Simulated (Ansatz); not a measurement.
# Structure types of Al compared at 54 GPa

Structure types of Al are relaxed in primitive cells with their symmetry kept at 54 GPa, first on PAW files, then by LAPW. The enthalpy is E + pV at zero temperature, without zero-point motion. Only the types listed were tried, and differences under about 5 meV/atom are mesh noise.

Level of theory: DFT with PBE, scalar-relativistic, in Ansatz 0.2.0; Fermi–Dirac smearing of 0.1 eV, no spin polarisation. LAPW: all electrons, basis error target 0.5 meV/atom; PAW: frozen-core files, cutoff 420 eV.

k meshes: fcc 18×18×18, bcc 19×19×19, hcp 17×17×9, beta tin 18×18×18, diamond 14×14×14, simple hexagonal 18×18×16.

Question: Which type is lowest in enthalpy, and by how much?

Answer: fcc, 39 meV/atom below hcp. The whole table:

```
      start type                   ends as          a, b, c (Å)  V (Å³/atom)  H − H(lowest), LAPW (meV/atom)  same, PAW
             fcc                fcc, Fm-3m  3.615, 3.615, 3.615        11.81                             0.0        0.0
             bcc                bcc, Im-3m  2.867, 2.867, 2.867        11.78                           129.3      128.3
             hcp             hcp, P6_3/mmc  2.552, 2.552, 4.179        11.78                            38.6       38.0
        beta tin        beta tin, I4_1/amd  4.631, 4.631, 2.406        12.90                           822.9      824.9
         diamond            diamond, Fd-3m  5.076, 5.076, 5.076        16.35                          2932.6     2941.8
simple hexagonal  simple hexagonal, P6/mmm  2.463, 2.463, 2.436        12.80                           696.7      698.5
```

Question: Split the lead of fcc over hcp into energy and pV.

Answer: For hcp less fcc: ΔE = +49.1 meV/atom, and p·ΔV = 54 GPa × -0.0311 Å³ × 6.242 meV/(GPa·Å³) = -10.5 meV/atom, together 38.6 meV/atom. fcc wins by its internal energy, though it is the less dense.
